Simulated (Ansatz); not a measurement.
# Ni (element-swapped structure): how the settings move a single-point run

How sensitive is a single-point run of Ni (element-swapped structure) to its settings? A reference run comes first, then four runs with altered input.

This is Ni in the hcp structure; at room conditions it is fcc.

Method: reference: DFT PBE, plane waves, PAW, scalar-relativistic, no spin polarisation, in Ansatz 0.2.0.

### Step 1. The system as given

The structure is hexagonal, space group P6_3/mmc (No. 194). The conventional cell has a = 2.558 Å, b = 2.558 Å, c = 4.005 Å, α = 90.00°, β = 90.00°, γ = 120.00°. Ni (site symmetry -6m2) is surrounded by 12 Ni at 2.49 to 2.56 Å.

As a file:

```xyz
2
Lattice="1.2790 2.2153 0.0000 -1.2790 2.2153 0.0000 0.0000 0.0000 4.0055" Properties=species:S:1:pos:R:3 pbc="T T T"
Ni    0.0000    1.4769    1.0014
Ni    0.0000    2.9538    3.0041
```

### Step 2. Baseline

input.yaml

```yaml
crystal:
  lattice:
    - [1.279013, 2.215314, 0.0]
    - [-1.279013, 2.215314, 0.0]
    - [0.0, 0.0, 4.005476]
  atoms:
    - { symbol: Ni, position: [0.33333, 0.33334, 0.25] }
    - { symbol: Ni, position: [0.66666, 0.66667, 0.75] }
  symmetry: { tolerance: 0.0003 }
kpoints:
  mp_grid: { grid: [8, 8, 5], shift: [0, 0, 0] }
magnetization:
  spin_polarized: false
scf:
  occupations: { method: fermi_dirac }
hamiltonian:
  pseudopotentials: { kind: paw }
  xc: pbe
basis:
  ecutwfc: 420
output:
  forces: true
  stress: true
  eigenvalues: true
```

The run is started by

```sh
$ ansatz run input.yaml --threads 1 --pin off --max-ram 2560MiB --backend cpu --events-out ev --progress --plain --runs-dir out
```

The program printed, cut to the lines that bear on the results:

```text
Warning: the atoms were moved onto the symmetric positions of the space group found under crystal.symmetry.tolerance 3.0e-4 (fractional; no operation is sought that the atoms, as they stand in a round, miss by more than twice it, and no atom is moved by as much as it), and the run uses [...]
Warning: RAYON_NUM_THREADS=1 ignored (pool sized by the plan → 1); use --threads N
[...]
Pseudopotentials: kind: paw
Pseudopotential: Ni, paw, valence charge 18, recommended cutoff 420 eV (normal), Ni.paw.azcp
Functional definition: PBE
[...]
Crystal: 2 atoms, lattice volume = 22.698 Å³
Basis set: ecut = 420 eV, 439 PW (Γ), exchange–correlation on 36×36×54 points (8 copies of the dense FFT grid, shifted against one another)
Bands: 22, of which v1, the nominal top of the filled ones, is band 18 counted from 1 (17 counted from 0)
Symmetry: 24 space group operations
Space group: P63/mmc (ITA 194), of the structure as read, at distance tolerance 8.5e-4 Å
k-points: 30 of 320
[...]
SCF iter   1: F=—  HF=-11679.334555 eV  |F-HF|=—  |Δ(HF+E_count)|=         —  Δρ=4.77e-3  dr2=1.24e-3  ethr=1.77e-3  ⟨swp⟩=4.6  Hψ=2412  notcnv=0
[...]
SCF iter   6: F=-11679.334911 eV  HF=-11679.334911 eV  |F-HF|=1.49e-10  |Δ(HF+E_count)|=   4.28e-8  Δρ=1.55e-6  dr2=1.18e-10  ethr=9.24e-11  ⟨swp⟩=3.1  Hψ=2675  notcnv=0
[...]
SCF converged after 6 iterations
Free energy (F): -11679.334911 eV
[...]
E sigma→0 (E₀):  -11679.231764 eV
Entropy (-TS):   -0.206294 eV (-103.147 meV/atom)
Fermi energy:    17.086030 eV
[...]
--- Forces (eV/Å), atoms counted from 1 ---
  atom   1  Ni    -0.00000000     0.00000000    -0.00000000
  atom   2  Ni     0.00000000     0.00000000     0.00000000
[...]
--- Stress (GPa, compression-positive) ---
       -9.254184      -0.000000       0.000000
       -0.000000      -9.254184      -0.000000
        0.000000      -0.000000      -1.815175
  P = ⅓ Tr σ = -6.7745 GPa (-67.745 kbar)
--- Band table (eV; the first three rows and the last of 30) ---
  k-point 0: bands = ["-85.8918", "-85.8580", "-46.4071", "-46.2039", "-46.2039", "-46.1939", "-46.1686", "-46.1686", "8.3855", "12.8683", "15.3666", "15.3666", "15.4677", "15.6750", "15.6750", "15.8432", "15.8432", "16.9117", "16.9117", "17.3194", "23.3680", "38.6285"]
[...]
```

It took 0.65 s on 1 thread of Intel Xeon Platinum 8488C (Sapphire Rapids), shared host; peak memory 0.33 GiB.

### Step 3. Changed: mixing.algorithm msr1, mixing.beta 0.2, mixing.ndim 4

Edit input.yaml of step 2 so:

```diff
@@ -15,2 +15,3 @@
   occupations: { method: fermi_dirac }
+  mixing: { algorithm: msr1, beta: 0.2, ndim: 4 }
 hamiltonian:
```

The run is started by

```sh
$ ansatz run input.yaml --threads 1 --pin off --max-ram 2560MiB --backend cpu --events-out ev --progress --plain --runs-dir out
```

The program printed, cut to the lines that bear on the results:

```text
Warning: the atoms were moved onto the symmetric positions of the space group found under crystal.symmetry.tolerance 3.0e-4 (fractional; no operation is sought that the atoms, as they stand in a round, miss by more than twice it, and no atom is moved by as much as it), and the run uses [...]
Warning: RAYON_NUM_THREADS=1 ignored (pool sized by the plan → 1); use --threads N
[...]
[... 3 set-up lines as earlier in the session ...]
[...]
Crystal: 2 atoms, lattice volume = 22.698 Å³
Basis set: ecut = 420 eV, 439 PW (Γ), exchange–correlation on 36×36×54 points (8 copies of the dense FFT grid, shifted against one another)
Bands: 22, of which v1, the nominal top of the filled ones, is band 18 counted from 1 (17 counted from 0)
[... 2 set-up lines as earlier in the session ...]
k-points: 30 of 320
[...]
SCF iter   1: F=—  HF=-11679.334555 eV  |F-HF|=—  |Δ(HF+E_count)|=         —  Δρ=4.77e-3  dr2=1.24e-3  ethr=1.77e-3  ⟨swp⟩=4.6  Hψ=2412  notcnv=0
[...]
SCF iter   7: F=-11679.334911 eV  HF=-11679.334911 eV  |F-HF|=5.05e-9  |Δ(HF+E_count)|=   2.46e-7  Δρ=1.37e-5  dr2=1.62e-8  ethr=2.78e-10  ⟨swp⟩=4.0  Hψ=2960  notcnv=0
[...]
SCF converged after 7 iterations
Free energy (F): -11679.334911 eV
[...]
E sigma→0 (E₀):  -11679.231764 eV
Entropy (-TS):   -0.206294 eV (-103.147 meV/atom)
Fermi energy:    17.086038 eV
[...]
--- Forces (eV/Å), atoms counted from 1 ---
  atom   1  Ni    -0.00000000    -0.00000000    -0.00000000
  atom   2  Ni     0.00000000     0.00000000     0.00000000
[...]
--- Stress (GPa, compression-positive) ---
       -9.254668      -0.000000       0.000000
       -0.000000      -9.254668      -0.000000
        0.000000      -0.000000      -1.815799
  P = ⅓ Tr σ = -6.7750 GPa (-67.750 kbar)
--- Band table (eV; the first three rows and the last of 30) ---
  k-point 0: bands = ["-85.8917", "-85.8579", "-46.4071", "-46.2039", "-46.2039", "-46.1939", "-46.1686", "-46.1686", "8.3855", "12.8683", "15.3666", "15.3666", "15.4677", "15.6750", "15.6750", "15.8432", "15.8432", "16.9118", "16.9118", "17.3194", "23.3680", "38.6285"]
[...]
```

It took 0.68 s on 1 thread of Intel Xeon Platinum 8488C (Sapphire Rapids), shared host; peak memory 0.33 GiB.

The changed mixing doesn't alter the result here (within 0.5 meV/atom). Cost: 7 SCF cycles against 6.

### Step 4. Changed: accuracy high

Edit input.yaml of step 2 so:

```diff
@@ -24 +24,2 @@
   eigenvalues: true
+accuracy: high
```

The run is started by

```sh
$ ansatz run input.yaml --threads 1 --pin off --max-ram 2560MiB --backend cpu --events-out ev --progress --plain --runs-dir out
```

The program printed, cut to the lines that bear on the results:

```text
Warning: the atoms were moved onto the symmetric positions of the space group found under crystal.symmetry.tolerance 3.0e-4 (fractional; no operation is sought that the atoms, as they stand in a round, miss by more than twice it, and no atom is moved by as much as it), and the run uses [...]
Warning: RAYON_NUM_THREADS=1 ignored (pool sized by the plan → 1); use --threads N
[...]
[... 3 set-up lines as earlier in the session ...]
[...]
Crystal: 2 atoms, lattice volume = 22.698 Å³
Basis set: ecut = 420 eV, 439 PW (Γ), exchange–correlation on 40×40×64 points (8 copies of the dense FFT grid, shifted against one another)
Bands: 22, of which v1, the nominal top of the filled ones, is band 18 counted from 1 (17 counted from 0)
[... 2 set-up lines as earlier in the session ...]
k-points: 30 of 320
[...]
SCF iter   1: F=—  HF=-11679.334555 eV  |F-HF|=—  |Δ(HF+E_count)|=         —  Δρ=4.77e-3  dr2=1.24e-3  ethr=1.77e-3  ⟨swp⟩=4.6  Hψ=2412  notcnv=0
[...]
SCF iter   7: F=-11679.334911 eV  HF=-11679.334911 eV  |F-HF|=3.64e-12  |Δ(HF+E_count)|=  1.93e-10  Δρ=1.87e-7  dr2=1.84e-12  ethr=1.00e-12  ⟨swp⟩=4.3  Hψ=2532  notcnv=0
[...]
SCF converged after 7 iterations
Free energy (F): -11679.334911 eV
[...]
E sigma→0 (E₀):  -11679.231764 eV
Entropy (-TS):   -0.206294 eV (-103.147 meV/atom)
Fermi energy:    17.086027 eV
[...]
--- Forces (eV/Å), atoms counted from 1 ---
  atom   1  Ni    -0.00000000     0.00000000    -0.00000000
  atom   2  Ni     0.00000000     0.00000000     0.00000000
[...]
--- Stress (GPa, compression-positive) ---
       -9.254127      -0.000000       0.000000
       -0.000000      -9.254127      -0.000000
        0.000000      -0.000000      -1.815170
  P = ⅓ Tr σ = -6.7745 GPa (-67.745 kbar)
--- Band table (eV; the first three rows and the last of 30) ---
  k-point 0: bands = ["-85.8918", "-85.8580", "-46.4071", "-46.2039", "-46.2039", "-46.1939", "-46.1686", "-46.1686", "8.3855", "12.8683", "15.3666", "15.3666", "15.4677", "15.6750", "15.6750", "15.8432", "15.8432", "16.9117", "16.9117", "17.3194", "23.3680", "38.6285"]
[...]
```

It took 0.74 s on 1 thread of Intel Xeon Platinum 8488C (Sapphire Rapids), shared host; peak memory 0.34 GiB.

The changed input (accuracy level) leaves the energy the same to the digits printed.

### Step 5. Changing settings: chi_scale 0.3, xc rpbe, accuracy medium

Edit input.yaml of step 2 so:

```diff
@@ -15,5 +15,6 @@
   occupations: { method: fermi_dirac }
+  initial_density: { chi_scale: 0.3 }
 hamiltonian:
   pseudopotentials: { kind: paw }
-  xc: pbe
+  xc: rpbe
 basis:
@@ -24 +25,2 @@
   eigenvalues: true
+accuracy: medium
```

The run is started by

```sh
$ ansatz run input.yaml --threads 1 --pin off --max-ram 2560MiB --backend cpu --events-out ev --progress --plain --runs-dir out
```

The program printed, cut to the lines that bear on the results:

```text
Warning: the atoms were moved onto the symmetric positions of the space group found under crystal.symmetry.tolerance 3.0e-4 (fractional; no operation is sought that the atoms, as they stand in a round, miss by more than twice it, and no atom is moved by as much as it), and the run uses [...]
Warning: RAYON_NUM_THREADS=1 ignored (pool sized by the plan → 1); use --threads N
[...]
[... 2 set-up lines as earlier in the session ...]
Functional definition: RPBE
[...]
Crystal: 2 atoms, lattice volume = 22.698 Å³
Basis set: ecut = 420 eV, 439 PW (Γ), exchange–correlation on 36×36×54 points (8 copies of the dense FFT grid, shifted against one another)
Bands: 22, of which v1, the nominal top of the filled ones, is band 18 counted from 1 (17 counted from 0)
[... 2 set-up lines as earlier in the session ...]
k-points: 30 of 320
[...]
SCF iter   1: F=—  HF=-11689.415308 eV  |F-HF|=—  |Δ(HF+E_count)|=         —  Δρ=5.64e-2  dr2=3.72e-1  ethr=3.10e-3  ⟨swp⟩=4.3  Hψ=2386  notcnv=0
[...]
SCF iter   7: F=-11689.379504 eV  HF=-11689.379504 eV  |F-HF|=2.03e-9  |Δ(HF+E_count)|=   5.58e-8  Δρ=5.82e-6  dr2=2.92e-9  ethr=2.78e-10  ⟨swp⟩=5.9  Hψ=2995  notcnv=0
[...]
SCF converged after 7 iterations
Free energy (F): -11689.379504 eV
[...]
E sigma→0 (E₀):  -11689.276279 eV
Entropy (-TS):   -0.206450 eV (-103.225 meV/atom)
Fermi energy:    17.226000 eV
[...]
--- Forces (eV/Å), atoms counted from 1 ---
  atom   1  Ni     0.00000000    -0.00000000    -0.00000000
  atom   2  Ni     0.00000000     0.00000000     0.00000000
[...]
--- Stress (GPa, compression-positive) ---
       -4.170153      -0.000000       0.000000
       -0.000000      -4.170153      -0.000000
        0.000000      -0.000000       3.591958
  P = ⅓ Tr σ = -1.5828 GPa (-15.828 kbar)
--- Band table (eV; the first three rows and the last of 30) ---
  k-point 0: bands = ["-85.8967", "-85.8632", "-46.3339", "-46.1318", "-46.1318", "-46.1217", "-46.0967", "-46.0967", "8.5315", "13.0161", "15.5109", "15.5109", "15.6124", "15.8188", "15.8188", "15.9866", "15.9866", "17.0515", "17.0515", "17.4512", "23.5247", "38.7167"]
[...]
```

It took 0.73 s on 1 thread of Intel Xeon Platinum 8488C (Sapphire Rapids), shared host; peak memory 0.32 GiB.

After a change of functional the difference of the totals has no physical meaning; the pressure goes from -6.8 to -1.6 GPa. At this fixed cell a higher pressure means that this functional prefers a larger volume than the reference.

### Step 6. The same system, input altered

Edit input.yaml of step 2 so:

```diff
@@ -15,2 +15,3 @@
   occupations: { method: fermi_dirac }
+  max_iter: 5
 hamiltonian:
```

The run is started by

```sh
$ ansatz run input.yaml --threads 1 --pin off --max-ram 2560MiB --backend cpu --events-out ev --progress --plain --runs-dir out
```

The program printed, cut to the lines that bear on the results:

```text
Warning: the atoms were moved onto the symmetric positions of the space group found under crystal.symmetry.tolerance 3.0e-4 (fractional; no operation is sought that the atoms, as they stand in a round, miss by more than twice it, and no atom is moved by as much as it), and the run uses [...]
Warning: RAYON_NUM_THREADS=1 ignored (pool sized by the plan → 1); use --threads N
[...]
[... 3 set-up lines as earlier in the session ...]
[...]
Crystal: 2 atoms, lattice volume = 22.698 Å³
Basis set: ecut = 420 eV, 439 PW (Γ), exchange–correlation on 36×36×54 points (8 copies of the dense FFT grid, shifted against one another)
Bands: 22, of which v1, the nominal top of the filled ones, is band 18 counted from 1 (17 counted from 0)
[... 2 set-up lines as earlier in the session ...]
k-points: 30 of 320
[...]
SCF iter   1: F=—  HF=-11679.334555 eV  |F-HF|=—  |Δ(HF+E_count)|=         —  Δρ=4.77e-3  dr2=1.24e-3  ethr=1.77e-3  ⟨swp⟩=4.6  Hψ=2412  notcnv=0
[...]
SCF iter   5: F=-11679.334911 eV  HF=-11679.334911 eV  |F-HF|=3.43e-8  |Δ(HF+E_count)|=   1.35e-6  Δρ=2.61e-5  dr2=3.22e-8  ethr=2.78e-10  ⟨swp⟩=3.4  Hψ=2876  notcnv=0
[...]
SCF converged after 5 iterations
Free energy (F): -11679.334911 eV
[...]
E sigma→0 (E₀):  -11679.231764 eV
Entropy (-TS):   -0.206294 eV (-103.147 meV/atom)
Fermi energy:    17.086018 eV
[...]
--- Forces (eV/Å), atoms counted from 1 ---
  atom   1  Ni    -0.00000000     0.00000000    -0.00000000
  atom   2  Ni     0.00000000     0.00000000     0.00000000
[...]
--- Stress (GPa, compression-positive) ---
       -9.253354      -0.000000       0.000000
       -0.000000      -9.253354      -0.000000
        0.000000      -0.000000      -1.814754
  P = ⅓ Tr σ = -6.7738 GPa (-67.738 kbar)
--- Band table (eV; the first three rows and the last of 30) ---
  k-point 0: bands = ["-85.8919", "-85.8580", "-46.4071", "-46.2039", "-46.2039", "-46.1939", "-46.1686", "-46.1686", "8.3855", "12.8683", "15.3666", "15.3666", "15.4677", "15.6749", "15.6749", "15.8432", "15.8432", "16.9117", "16.9117", "17.3194", "23.3680", "38.6286"]
[...]
```

Wall time 0.73 s (1 thread of Intel Xeon Platinum 8488C (Sapphire Rapids), shared host); peak memory 0.33 GiB.

### Step 7. Can this result be trusted?

This run ends as converged, with warnings (structure snapped to symmetry). Its log warns: «the atoms were moved onto the symmetric positions of the space group found under crystal.symmetry.tolerance 3.0e-4 (fractional; no operation is sought that the atoms ...»

The suspect setting: scf.max_iter is 5. What could go wrong: too low a cap on iterations. Here it did no harm, as the sound run's energy shows (within 1 meV an atom).

The way back: delete scf.max_iter (the default then holds).

With the changed incidental keys the energy agrees within 0.5 meV/atom. Cost: 5 SCF cycles against 6.

### Step 8. Comparison

| run | ending | energy change | pressure (GPa) | gap (eV) | force (eV/Å) | cycles | time |
| --- | --- | --- | --- | --- | --- | --- | --- |
| reference | converged | 0 | -6.8 | 0.00 | 0.00 | 6 | 0.65 s |
| 1: mixing.algorithm msr1, mixing.beta 0.2, mixing.ndim 4 | converged | 0.0 meV/atom | -6.8 | 0.00 | 0.00 | 7 | 0.68 s |
| 2: accuracy high | converged | 0.0 meV/atom | -6.8 | 0.00 | 0.00 | 7 | 0.74 s |
| 3: chi_scale 0.3, xc rpbe, accuracy medium | converged | not comparable | -1.6 | 0.00 | 0.00 | 7 | 0.73 s |
| 4: max_iter 5 | converged | 0.0 meV/atom | -6.8 | 0.00 | 0.00 | 5 | 0.73 s |

Residual by cycle in the longest SCF loop of each run; runs are numbered as in the table. The quantity is the density residual dr2, in eV.

| cycle | reference | run 1 | run 2 | run 3 | run 4 |
| --- | --- | --- | --- | --- | --- |
| 1 | 0.00124 | 0.00124 | 0.00124 | 0.372 | 0.00124 |
| 2 | 3.2e-4 | 5.2e-4 | 3.2e-4 | 0.133 | 3.2e-4 |
| 3 | 1.7e-5 | 7.1e-5 | 1.7e-5 | 0.00328 | 1.7e-5 |
| 4 | 1.2e-6 | 9.6e-6 | 1.2e-6 | 1.5e-4 | 1.2e-6 |
| 5 | 3.3e-8 | 1.2e-6 | 3.3e-8 | 6.8e-5 | 3.2e-8 |
| 6 | 1.2e-10 | 1.5e-6 | 1.2e-10 | 1.5e-7 | - |
| 7 | - | 1.6e-8 | 1.8e-12 | 2.9e-9 | - |

What this shows: Of the converged runs whose energies compare with the reference's, none moves it noticeably.

Caveats on the reference run: it has no spin polarisation, so a magnetic state may lie lower; its mesh is coarse for a cell with so small a gap or none; the structure is made up and not relaxed.

Real Ni is ferromagnetic; without spin these runs don't describe its ground state.
